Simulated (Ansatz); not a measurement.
# W under changes of volume

One of the cells (16.731 Å³/atom); the others are scaled copies at fixed shape and fractional positions:

```
W
1.0
     0.00000    2.03000    2.03000
     2.03000    0.00000    2.03000
     2.03000    2.03000    0.00000
W
1
Direct
  0.00000 0.00000 0.00000
```

This isn't the form of W at room conditions, which is bcc.

```yaml
Program: Ansatz 0.2.0
Functional: PBEsol
Potentials_or_basis: all-electron LAPW, scalar-relativistic
Cutoff: 253 eV (chosen from the basis error)
Basis_error_allowed: 0.001 eV/atom
k_mesh: 11 × 11 × 11
Occupations: fermi-dirac, width 0.05 eV
Spin: no spin polarisation
```

```csv
volume (Å³/atom),energy over the lowest point (meV/atom),pressure (GPa)
15.727,4.42,5.6
16.062,0.00,-1.2
16.396,8.99,-7.2
16.731,29.99,-12.6
17.065,61.73,-17.5
17.400,103.06,-21.8
17.735,?,?
```

Q: What does the run at 17.735 Å³/atom give?

A: Energy over the lowest point 152.91 meV/atom; pressure -25.6 GPa.

Worked out: A Birch-Murnaghan fit of order 3 (a polynomial in V^(-2/3)) to the other rows has its minimum at 16.00 Å³/atom with B0 = V·E''(V) = 314 GPa and B' = 4.4. It gives 153.02 meV/atom at 17.735 Å³/atom, against the run's 152.91, and -dE/dV = -25.8 GPa, against -25.6.

Energies are extrapolated to zero smearing.
